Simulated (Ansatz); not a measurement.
## Response of HfO2 to small distortions

```
CELL_PARAMETERS angstrom
0.00000 2.55750 2.55750
2.55750 0.00000 2.55750
2.55750 2.55750 0.00000
ATOMIC_POSITIONS crystal
Hf 0.00000 0.00000 0.00000
O 0.25000 0.25000 0.25000
O 0.75000 0.75000 0.75000
```

Atom numbers follow the list: Hf1, O2, O3.

The cell is COD entry 9009016, as deposited and not checked against the literature; nothing was relaxed.

Spin–orbit coupling is left out, though it moves levels of the heavy atoms by tenths of an eV or more.

All numbers below come from Ansatz 0.2.0, DFT, PBE, all-electron PAW with datasets made for the crystal, scalar-relativistic.

Numerical set-up: a Γ-centred 9×9×9 k mesh, Fermi–Dirac smearing of 0.01 eV, cutoff 440 eV (chosen by the program for this cell), no spin polarisation.

The unchanged cell is at -2.46 GPa.

x, y and z are the Cartesian axes of the cell as listed; fractional coordinates follow a strain, and an engineering shear is twice the off-diagonal strain component.

Vzz stands for the principal value of largest size of the field-gradient tensor, whatever its axis.

No spin–orbit coupling: at heavy atoms the gradients can be off by tens of per cent for that reason.

Question: With this change (equal xy, yz and zx engineering shear strains of -3 %), what becomes of the energy and stress and forces and field gradients and gap?

Answer: Energy change +9 meV/atom; stress change (xx, yy, zz, yz, xz, xy) 0.79, 0.79, 0.79, 2.93, 2.93, 2.93 GPa, compression positive; change of the force on O2 (0.229, 0.229, 0.229) eV/Å; Vzz in 10²¹ V/m²: Hf1 0 → -13.65 (η = 0.00), O2 0 → -0.49 (η = 0.00); gap on the k mesh 3.82 → 3.84 eV.

Question: With this change (equal xy, yz and zx engineering shear strains of -1 %), what becomes of the energy and stress and forces and field gradients and gap?

Answer: Energy change under 1 meV/atom; stress change (xx, yy, zz, yz, xz, xy) 0.09, 0.09, 0.09, 0.87, 0.87, 0.87 GPa, compression positive; change of the force on O3 (-0.066, -0.066, -0.066) eV/Å; Vzz in 10²¹ V/m²: Hf1 0 → -4.25 (η = 0.00), O2 0 → -0.14 (η = 0.00); gap on the k mesh 3.82 → 3.82 eV.

Question: With this change (equal xy, yz and zx engineering shear strains of +2 %), what becomes of the energy and stress and forces and field gradients and gap?

Answer: Energy change +3 meV/atom; stress change (xx, yy, zz, yz, xz, xy) 0.32, 0.32, 0.32, -1.49, -1.49, -1.49 GPa, compression positive; change of the force on O2 (-0.108, -0.108, -0.108) eV/Å; Vzz in 10²¹ V/m²: Hf1 0 → 7.71 (η = 0.00), O2 0 → 0.21 (η = 0.00); gap on the k mesh 3.82 → 3.83 eV.

With equal xy, yz and zx engineering shear strains of -2 %: energy change +4 meV/atom; stress change (xx, yy, zz, yz, xz, xy) 0.34, 0.34, 0.34, 1.85, 1.85, 1.85 GPa, compression positive; change of the force on O3 (-0.142, -0.142, -0.142) eV/Å; Vzz in 10²¹ V/m²: Hf1 0 → -8.81 (η = 0.00), O2 0 → -0.30 (η = 0.00); gap on the k mesh 3.82 → 3.83 eV.

Question: With this change (equal xy, yz and zx engineering shear strains of +1 %), what becomes of the energy and stress and forces and field gradients and gap?

Answer: Energy change under 1 meV/atom; stress change (xx, yy, zz, yz, xz, xy) 0.08, 0.08, 0.08, -0.79, -0.79, -0.79 GPa, compression positive; change of the force on O2 (-0.058, -0.058, -0.058) eV/Å; Vzz in 10²¹ V/m²: Hf1 0 → 3.99 (η = 0.00), O2 0 → 0.12 (η = 0.00); gap on the k mesh 3.82 → 3.82 eV.

Question: With this change (equal xy, yz and zx engineering shear strains of +3 %), what becomes of the energy and stress and forces and field gradients and gap?

Answer: Energy change +7 meV/atom; stress change (xx, yy, zz, yz, xz, xy) 0.70, 0.70, 0.70, -2.13, -2.13, -2.13 GPa, compression positive; change of the force on O2 (-0.150, -0.150, -0.150) eV/Å; Vzz in 10²¹ V/m²: Hf1 0 → 11.17 (η = 0.00), O2 0 → 0.28 (η = 0.00); gap on the k mesh 3.82 → 3.84 eV.
